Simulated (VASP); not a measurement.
Wanted: the native input for a VASP 6.6.1 run.

- Task: single point
- Functional: PBE
- Potentials or basis: VASP PAW PBE potentials, release 64 (Mg, O)
- Cutoff: 520 eV
- k mesh: 10 × 10 × 10
- Occupations: gaussian, width 0.02 eV
- Spin: no spin polarisation
- Further INCAR settings: ALGO = Normal; EDIFF = 1e-07; NBANDS = 11

The structure of MgO lies in POSCAR:

```
MgO
1.0
    0.0000000000      2.1085000000      2.1085000000
    2.1085000000      0.0000000000      2.1085000000
    2.1085000000      2.1085000000      0.0000000000
Mg O
1 1
Direct
    0.0000000000      0.0000000000      0.0000000000
    0.5000000000      0.5000000000      0.5000000000
```

One way to write it, as run:

INCAR

```
SYSTEM = MgO
PREC = Accurate
ENCUT = 520
EDIFF = 1E-7
ISMEAR = 0
SIGMA = 0.02
LREAL = .FALSE.
LASPH = .TRUE.
NELM = 80
ALGO = Normal
ISIF = 2
LWAVE = .FALSE.
LCHARG = .FALSE.
GGA = PE
NBANDS = 11
```

KPOINTS

```
Automatic mesh
0
G
  10 10 10
  0 0 0
```

Potentials or basis: VASP PAW PBE potentials, release 64 (Mg, O).

Command:

```bash
$ cat potpaw_PBE.64/Mg/POTCAR potpaw_PBE.64/O/POTCAR > POTCAR
$ mpirun -np 1 vasp_std > vasp.out
```

Results of the run:

- Pressure: 3.4 GPa
- Band gap on the k mesh: 4.69 eV, direct

It took 6.7 s on 1 thread of Intel(R) Xeon(R) Platinum 8488C (Sapphire Rapids), with other jobs on the host, peak memory 0.14 GiB.
